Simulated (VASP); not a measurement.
Here is a VASP 6.6.1 calculation.

File INCAR:

```
SYSTEM = C
ALGO     = Normal         ! electronic algorithm
EDIFF    = 1E-7           ! SCF threshold, eV
EDIFFG   = -0.002         ! ionic threshold
ENCUT    = 520            ! plane-wave cutoff, eV
GGA      = PE             ! functional
IBRION   = 2              ! ionic algorithm
ISIF     = 3              ! what is computed and relaxed
ISMEAR   = 0              ! smearing method
IVDW     = 12             ! dispersion correction
LASPH    = .TRUE.         ! aspherical terms in the spheres
LCHARG   = .FALSE.        ! write CHGCAR
LREAL    = .FALSE.        ! projectors in reciprocal space
LWAVE    = .FALSE.        ! write WAVECAR
NELM     = 80             ! most SCF steps
NSW      = 80             ! ionic steps
PREC     = Accurate       ! precision mode
SIGMA    = 0.02           ! smearing width, eV
```

File KPOINTS:

```
k-points
0
G
  3 3 1
  0 0 0
```

POSCAR

```
C
1.0
    2.4560000000      0.0000000000      0.0000000000
   -1.2280000000      2.1269583900      0.0000000000
    0.0000000000      0.0000000000      6.6960000000
C
4
Direct
    0.0000000000      0.0000000000      0.7500000000
    0.0000000000      0.0000000000      0.2500000000
    0.3333333300      0.6666666700      0.7500000000
    0.6666666700      0.3333333300      0.2500000000
```

Potentials or basis: VASP PAW PBE potentials, release 64 (C).

Command:

```bash
$ cat potpaw_PBE.64/C/POTCAR > POTCAR
$ mpirun -np 1 vasp_std > vasp.out
```

(1) Predict the space group after relaxing (to 0.05 Å).

(2) Predict the relaxed cell.

(3) Estimate the relaxed volume.

(4) What does it give for the band gap on the k mesh?

## Answers

(1) P6_3/mmc (No. 194).

(2) a = 2.474 Å, b = 2.474 Å, c = 6.489 Å, α = 90.00°, β = 90.00°, γ = 120.00°.

(3) 8.60 Å³/atom.

(4) none (metal or under the smearing width).

Caveat: the k mesh is coarse (spacing up to 0.98 Å⁻¹), so the values aren't converged.
